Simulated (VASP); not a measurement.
# ZrB2 (R-3m) in VASP: a series of runs

The runs below take ZrB2 through single point, relaxation of cell and atoms, with PBE.

Program: VASP 6.6.1. These are calculated values, not measurements. Logs are shortened: lines on timing, memory, paths and dates and some standing lists are left out, and cuts for length are marked.

## Step 1: Starting point

The structure is trigonal, space group R-3m (No. 166). The conventional cell has a = 3.120 Å, b = 3.120 Å, c = 12.750 Å, α = 90.00°, β = 90.00°, γ = 120.00°. Zr (site symmetry -3m) has 8 B at 2.37 to 2.60 Å as nearest neighbours. B (site symmetry 3m) is surrounded by 3 B at 1.87 Å.

The cell was built by a generator and needn't be a form met in nature.

## Step 2: Single point, PBE

File INCAR:

```
SYSTEM = ZrB2
ALGO = Fast
EDIFF = 1E-7
ENCUT = 520
GGA = PE
ISIF = 2
ISMEAR = 0
LASPH = .True.
LCHARG = .False.
LREAL = .False.
LWAVE = .False.
NBANDS = 16
NELM = 100
PREC = Accurate
SIGMA = 0.1
```

File KPOINTS:

```
k-points
0
Gamma
  9 9 9
  0 0 0
```

File POSCAR:

```
ZrB2
1.0
    1.5599289671      0.9006254091      4.2499824800
   -1.5599289671      0.9006254091      4.2499824800
    0.0000000000     -1.8012508182      4.2499824800
Zr B
1 2
Direct
    0.0000000000      0.0000000000      0.0000000000
    0.8139618448      0.8139618448      0.8139618448
    0.1860381552      0.1860381552      0.1860381552
```

Potentials or basis: VASP PAW PBE potentials, release 64 (Zr_sv, B).

On the command line:

```
cat potpaw_PBE.64/Zr_sv/POTCAR potpaw_PBE.64/B/POTCAR > POTCAR
mpirun -np 1 vasp_std > vasp.out
```

OUTCAR:

```text
SYSTEM = ZrB2
   EDIFF = 1E-7
   ENCUT = 520
   GGA = PE
   ISIF = 2
   ISMEAR = 0
   LASPH = .True.
   LREAL = .False.
   NELM = 100
   PREC = Accurate

 ion  position               nearest neighbor table
   1  0.000  0.000  0.000-   2 2.37   3 2.37   2 2.60   2 2.60   3 2.60   3 2.60   2 2.60   3 2.60

   2  0.814  0.814  0.814-   3 1.87   3 1.87   3 1.87   1 2.37   1 2.60   1 2.60   1 2.60
   3  0.186  0.186  0.186-   2 1.87   2 1.87   2 1.87   1 2.37   1 2.60   1 2.60   1 2.60

  LATTYP: Found a trigonal (rhomboedric) cell.
 ALAT       =     4.6159349638
 COS(alpha) =     0.7715872835

  Lattice vectors:

 A1 = (   1.5599289671,   0.9006254091,   4.2499824800)
 A2 = (  -1.5599289671,   0.9006254091,   4.2499824800)
 A3 = (   0.0000000000,  -1.8012508182,   4.2499824800)

Analysis of symmetry for initial positions (statically):
=====================================================================
 Subroutine PRICEL returns:
 Original cell was already a primitive cell.

 Routine SETGRP: Setting up the symmetry group for a
 trigonal (rhombohedral) supercell.

 Subroutine GETGRP returns: Found 12 space group operations
 (whereof 12 operations were pure point group operations)
 out of a pool of 12 trial point group operations.

The static configuration has the point symmetry D_3d.

Analysis of symmetry for dynamics (positions and initial velocities):
=====================================================================
 Subroutine PRICEL returns:
 Original cell was already a primitive cell.

 Routine SETGRP: Setting up the symmetry group for a
 trigonal (rhombohedral) supercell.

 Subroutine GETGRP returns: Found 12 space group operations
 (whereof 12 operations were pure point group operations)
 out of a pool of 12 trial point group operations.

The dynamic configuration has the point symmetry D_3d.

 Subroutine INISYM returns: Found 12 space group operations
 (whereof 12 operations are pure point group operations),
 and found     1 'primitive' translations

----------------------------------------------------------------------------------------

                                     Primitive cell

  volume of cell :      35.8251

  direct lattice vectors                    reciprocal lattice vectors
     1.559928967  0.900625409  4.249982480     0.320527415  0.185056590  0.078431696
    -1.559928967  0.900625409  4.249982480    -0.320527415  0.185056590  0.078431696
     0.000000000 -1.801250818  4.249982480     0.000000000 -0.370113179  0.078431696

  length of vectors
     4.615934964  4.615934964  4.615934964     0.378332256  0.378332256  0.378332256

  position of ions in fractional coordinates (direct lattice)
     0.000000000  0.000000000  0.000000000
     0.813961845  0.813961845  0.813961845
     0.186038155  0.186038155  0.186038155

  ion indices of the primitive-cell ions
   primitive index   ion index
                 1           1
                 2           2
                 3           3

----------------------------------------------------------------------------------------

 KPOINTS: k-points

Automatic generation of k-mesh.
 Grid dimensions read from file:
 generate k-points for:    9    9    9

 Generating k-lattice:

  Cartesian coordinates                     Fractional coordinates (reciprocal lattice)
     0.035614157  0.020561843  0.008714633     0.111111111 -0.000000000 -0.000000000
    -0.035614157  0.020561843  0.008714633    -0.000000000  0.111111111 -0.000000000
     0.000000000 -0.041123687  0.008714633    -0.000000000 -0.000000000  0.111111111

  Length of vectors
     0.042036917  0.042036917  0.042036917

  Shift w.r.t. Gamma in fractional coordinates (k-lattice)
     0.000000000  0.000000000  0.000000000

 Subroutine IBZKPT returns following result:
 ===========================================

 Found     85 irreducible k-points:

 Following reciprocal coordinates:
            Coordinates               Weight
  0.000000  0.000000  0.000000      1.000000
  0.111111 -0.000000  0.000000      6.000000
  0.222222 -0.000000  0.000000      6.000000
  0.333333  0.000000  0.000000      6.000000
  0.444444 -0.000000  0.000000      6.000000
  0.111111  0.111111  0.000000      6.000000
[... 16 lines left out ...]
 -0.333333  0.333333  0.000000      6.000000
  0.444444  0.444444  0.000000      6.000000
 [... further k-points ...]
   k-points           NKPTS =     85   k-points in BZ     NKDIM =     85   number of bands    NBANDS=     16
   number of dos      NEDOS =    301   number of ions     NIONS =      3
   total plane-waves  NPLWV =  46656
   dimension x,y,z NGX =    36 NGY =   36 NGZ =   36
   dimension x,y,z NGXF=    72 NGYF=   72 NGZF=   72
   ions per type =               1   2
   NGX,Y,Z   is equivalent  to a cutoff of  12.97, 12.97, 12.97 a.u.
   NGXF,Y,Z  is equivalent  to a cutoff of  25.93, 25.93, 25.93 a.u.
 SYSTEM =  ZrB2
   PREC   = accura    normal or accurate (medium, high low for compatibility)
   ISTART =      0    job   : 0-new  1-cont  2-samecut
   ICHARG =      2    charge: 1-file 2-atom 10-const
   ISPIN  =      1    spin polarized calculation?
   LNONCOLLINEAR =      F non collinear calculations
   LSORBIT =      F    spin-orbit coupling
   LASPH  =      T    aspherical Exc in radial PAW
   ENCUT  =  520.0 eV  38.22 Ry    6.18 a.u.   8.58  8.58  8.58*2*pi/ulx,y,z
   NELM   =    100;   NELMIN=  2; NELMDL= -5     # of ELM steps
   EDIFF  = 0.1E-06   stopping-criterion for ELM
   LREAL  =      F    real-space projection
   EDIFFG = 0.1E-05   stopping-criterion for IOM
   NSW    =      0    number of steps for IOM
   IBRION =     -1    ionic relax: 0-MD 1-quasi-New 2-CG
   NFREE  =      0    steps in history (QN), initial steepest desc. (CG)
   ISIF   =      2    stress and relaxation
   ISYM   =      2    0-nonsym 1-usesym 2-fastsym
   POTIM  = 0.5000    time-step for ionic-motion
   TEBEG  =    0.0;   TEEND  =   0.0 temperature during run
   PSTRESS=    0.0 pullay stress
   NELECT =      18.0000    total number of electrons
   NUPDOWN=      -1.0000    fix difference up-down
   EMIN   =  10.00;   EMAX   =-10.00  energy-range for DOS
   EFERMI =   0.00;   METHOD = LEGACY
   ISMEAR =     0;   SIGMA  =   0.10  broadening in eV -4-tet -1-fermi 0-gaus
   EFERMI_NEDOS =   21; number of points for ismear=-14 and -15
   IALGO  =     68    algorithm
   IMIX   =      4    mixing-type and parameters
     AMIX     =   0.40;   BMIX     =  1.00
     AMIX_MAG =   1.60;   BMIX_MAG =  1.00
  volume/ion in A,a.u.               =      11.94        80.59
  Fermi-wavevector in a.u.,A,eV,Ry     =   1.301477  2.459435 23.046128  1.693843
  Thomas-Fermi vector in A             =   2.432608
   LORBIT       =      0    0 simple, 1 ext, 2 COOP (PROOUT), +10 PAW based schemes
   GGA     = PE    functional components
   LHFCALC =     F    Hartree Fock is set to
   AEXX    =    0.0000 exact exchange contribution
   IVDW    =     0    specifies the selected vdW correction
   LEPSILON=     F    determine dielectric tensor
   LRPA    =     F    only Hartree local field effects (RPA)
 non-spin polarized calculation
 RMM-DIIS sequential band-by-band and
 Gauss-broadening in eV      SIGMA  =   0.10
  energy-cutoff  :      520.00
  volume of cell :       35.83
 maximum number of plane-waves:       981
   NGX = 17   NGY = 17   NGZ = 17

 number of electron      18.0000000 magnetization

 Free energy of the ion-electron system (eV)
  ---------------------------------------------------
  ext. energy  EPLUGINS =         0.00000000
  ---------------------------------------------------
  free energy    TOTEN  =       -22.28925727 eV

  energy without entropy =      -22.27985900  energy(sigma->0) =      -22.28455813

 E-fermi :   7.6980     XC(G=0): -11.6273

 val. band max:        7.6724792250   @ k =   0.4444   0.4444   0.2222
 cond. band min:       7.7108458147   @ k =  -0.2222   0.2222   0.1111
 fundamental gap:      0.0383665897
 Fermi energy:         7.6980076759

 k-point     1 :       0.0000    0.0000    0.0000
  band No.  band energies     occupation
      1     -40.3415      2.00000
      2     -18.4191      2.00000
      3     -17.9738      2.00000
      4     -17.9738      2.00000
      5      -3.1955      2.00000
      6       4.7362      2.00000
[... 8 lines left out ...]
     15      14.9440      0.00000
     16      15.7970      0.00000

 k-point     2 :       0.1111   -0.0000    0.0000
  band No.  band energies     occupation
      1     -40.3260      2.00000
      2     -18.4001      2.00000
      3     -18.0951      2.00000
      4     -18.0003      2.00000
      5      -2.9661      2.00000
      6       4.9868      2.00000
[... 8 lines left out ...]
     15      15.7986      0.00000
     16      16.1375      0.00000

 k-point     3 :       0.2222   -0.0000    0.0000
  band No.  band energies     occupation
      1     -40.2867      2.00000
      2     -18.3928      2.00000
      3     -18.3515      2.00000
      4     -18.0667      2.00000
      5      -2.3140      2.00000
      6       4.6321      2.00000
[... 8 lines left out ...]
     15      15.9910      0.00000
     16      17.5798      0.00000

 k-point     4 :       0.3333    0.0000    0.0000
  band No.  band energies     occupation
      1     -40.2415      2.00000
      2     -18.7166      2.00000
      3     -18.2957      2.00000
      4     -18.1410      2.00000
      5      -1.3379      2.00000
      6       3.4684      2.00000
[... 8 lines left out ...]
     15      15.8848      0.00000
     16      17.0507      0.00000
[... 324 lines left out ...]
 k-point    22 :      -0.4444    0.3333    0.0000
  band No.  band energies     occupation
      1     -40.1984      2.00000
      2     -18.7982      2.00000
      3     -18.4420      2.00000
      4     -18.2532      2.00000
      5       0.6887      2.00000
      6       2.1349      2.00000
[... 8 lines left out ...]
     15      18.9161      0.00000
     16      19.5909      0.00000

 k-point    23 :      -0.3333    0.3333    0.0000
  band No.  band energies     occupation
      1     -40.1906      2.00000
      2     -18.6588      2.00000
      3     -18.6549      2.00000
      4     -18.2383      2.00000
      5       1.2611      2.00000
      6       1.9507      2.00000
[... 8 lines left out ...]
     15      18.7855      0.00000
     16      19.6804      0.00000

 k-point    24 :       0.4444    0.4444    0.0000
  band No.  band energies     occupation
      1     -40.2114      2.00000
      2     -18.9163      2.00000
      3     -18.2749      2.00000
      4     -18.1935      2.00000
      5       0.2977      2.00000
      6       1.8014      2.00000
[... 8 lines left out ...]
     15      16.0899      0.00000
     16      17.2190      0.00000

 [... further k-points ...]

------------------------ aborting loop because EDIFF is reached ----------------------------------------

  FORCE on cell =-STRESS in cart. coord.  units (eV):
  Direction    XX          YY          ZZ          XY          YZ          ZX
  --------------------------------------------------------------------------------------
  -------------------------------------------------------------------------------------
  Total        0.0866952      0.0866952      0.0598900      0.0000000     -0.0000000      0.0000000
  in kB        3.8771996      3.8771996      2.6784111      0.0000000     -0.0000000      0.0000000
  external PRESSURE =       3.4776035 kB  Pullay stress =       0.0000000 kB

 VOLUME and BASIS-vectors are now :
 -----------------------------------------------------------------------------
  energy-cutoff  :      520.00
  volume of cell :       35.83
      direct lattice vectors                 reciprocal lattice vectors
     1.559928967  0.900625409  4.249982480     0.320527415  0.185056590  0.078431696
    -1.559928967  0.900625409  4.249982480    -0.320527415  0.185056590  0.078431696
     0.000000000 -1.801250818  4.249982480     0.000000000 -0.370113179  0.078431696

 POSITION                                       TOTAL-FORCE (eV/Angst)
 -----------------------------------------------------------------------------------
      0.00000      0.00000      0.00000        -0.000000     -0.000000      0.000000
      0.00000      0.00000     10.37797         0.000000      0.000000     -0.001475
      0.00000      0.00000      2.37198         0.000000      0.000000      0.001475
 -----------------------------------------------------------------------------------
    total drift:                               -0.000000     -0.000000      0.000000

  FREE ENERGIE OF THE ION-ELECTRON SYSTEM (eV)
  ---------------------------------------------------
  free  energy   TOTEN  =       -22.2892572715 eV

  energy  without entropy=      -22.2798589983  energy(sigma->0) =      -22.28455813
```

Wall time 2.9 min (1 thread of Intel Xeon Platinum 8375C at 2.90GHz (Ice Lake), shared host); peak memory 0.23 GiB.

Results:

| Property | Result |
| --- | --- |
| Free energy | -22.2893 eV |
| Pressure | 0.3 GPa |
| Band gap on the k mesh | none (metal or under the smearing width) |

## Step 3: Relaxation of cell and atoms, PBE

This run uses another cell than the first one, of 10.48 Å³/atom, 0.877 times its volume.

File INCAR:

```
PREC = Accurate ; ENCUT = 600
EDIFF = 1E-6 ; ISMEAR = 0
SIGMA = 0.1 ; LREAL = F
LASPH = T ; NELM = 100
ALGO = Normal ; ISIF = 3
LWAVE = F ; LCHARG = F
GGA = PE ; IBRION = 2
NSW = 90 ; EDIFFG = -0.04
```

File KPOINTS:

```
Automatic mesh
0
Gamma
  9 9 9
```

File POSCAR:

```
ZrB2
1.0
    1.4428447109      0.8330267822      4.3577601251
   -1.4428447109      0.8330267822      4.3577601251
    0.0000000000     -1.6660535644      4.3577601251
Zr B
1 2
Direct
    0.0000000000      0.0000000000      0.0000000000
    0.7500000000      0.7500000000      0.7500000000
    0.2500000000      0.2500000000      0.2500000000
```

Potentials or basis: VASP PAW PBE potentials, release 64 (Zr_sv, B).

On the command line:

```
cat potpaw_PBE.64/Zr_sv/POTCAR potpaw_PBE.64/B/POTCAR > POTCAR
mpirun -np 1 vasp_std > vasp.out
```

It took 32 min on 1 thread of Intel Xeon Platinum 8375C at 2.90GHz (Ice Lake), shared host; peak memory 0.27 GiB.

Results (log left out):

```
Free energy                            : -22.2879 eV
Relaxed volume                         : 11.97 Å³/atom
Relaxed cell                           : a = 4.617 Å, b = 4.617 Å, c = 4.617 Å, α = 39.54°, β = 39.54°, γ = 39.54°
Space group after relaxing (to 0.05 Å) : R-3m (No. 166)
Energy gained by relaxing              : 3135.6 meV/atom
Ionic steps                            : 23
Pressure after relaxing                : 0.0 GPa
Largest force after relaxing           : 0.025 eV/Å
Band gap on the k mesh                 : none (metal or under the smearing width)
```

Forces in eV/Å, atoms in the order of the input:
```
Zr   0.000  0.000  0.000
B    0.000  0.000 -0.025
B    0.000  0.000  0.025
```

Stress tensor (GPa, compression positive):
```
-0.09  0.00  0.00
 0.00 -0.09  0.00
 0.00  0.00  0.10
```

The path:
| step | energy change (eV) | largest force (eV/Å) | pressure (GPa) | volume (Å³) |
| --- | --- | --- | --- | --- |
| 1 | 0.0000 | 7.2442 | 102.54 | 31.43 |
| 2 | -2.7140 | 0.2993 | -26.00 | 72.08 |
| 3 | -5.4178 | 1.7373 | -11.51 | 49.10 |
| 4 | -5.4344 | 1.8759 | -9.41 | 48.14 |
| 5 | -5.4361 | 1.9698 | -7.93 | 47.51 |
| 6 | -6.4463 | 3.0884 | -8.04 | 44.19 |
| 7 | -5.6339 | 3.2605 | 42.62 | 33.46 |
| 8 | -6.8835 | 3.4205 | -1.73 | 41.24 |
| 9 | -7.5281 | 2.2028 | 9.63 | 37.42 |
| 10 | -7.7249 | 0.3455 | 6.02 | 38.47 |
| 11 | -7.7678 | 0.5039 | 6.49 | 38.17 |
| 12 | -8.3129 | 0.1372 | -3.33 | 39.97 |
| 13 | -8.6383 | 0.8979 | -16.12 | 42.99 |
| 14 | -9.2152 | 0.5456 | -12.82 | 39.64 |
| 15 | -9.2749 | 0.5077 | -10.54 | 38.59 |
| 16 | -9.2827 | 0.4962 | -9.53 | 38.20 |
| 17 | -9.3809 | 0.5916 | 0.46 | 35.88 |
| 18 | -9.3810 | 0.5928 | 0.90 | 35.79 |
| 19 | -9.3994 | 0.2890 | 1.02 | 35.68 |
| 20 | -9.4039 | 0.0399 | 1.14 | 35.59 |
| 21 | -9.4062 | 0.0130 | -0.17 | 35.90 |
| 22 | -9.4063 | 0.0065 | -0.49 | 35.97 |
| 23 | -9.4068 | 0.0245 | -0.02 | 35.91 |

Final structure:
```xyz
3
Lattice="1.5618 0.9017 4.2503 -1.5618 0.9017 4.2503 0.0000 -1.8034 4.2503" Properties=species:S:1:pos:R:3 pbc="T T T"
Zr    0.0000    0.0000    0.0000
B     0.0000    0.0000   10.3801
B     0.0000    0.0000    2.3709
```

Levels at points of the mesh, in eV from the Fermi level:
```tsv
k point	band 6	band 7	band 8	band 9	band 10	band 11	band 12	band 13
(0.00, 0.00, 0.00)	-2.96	-2.04	-0.08	-0.08	2.19	2.19	6.48	6.48
```
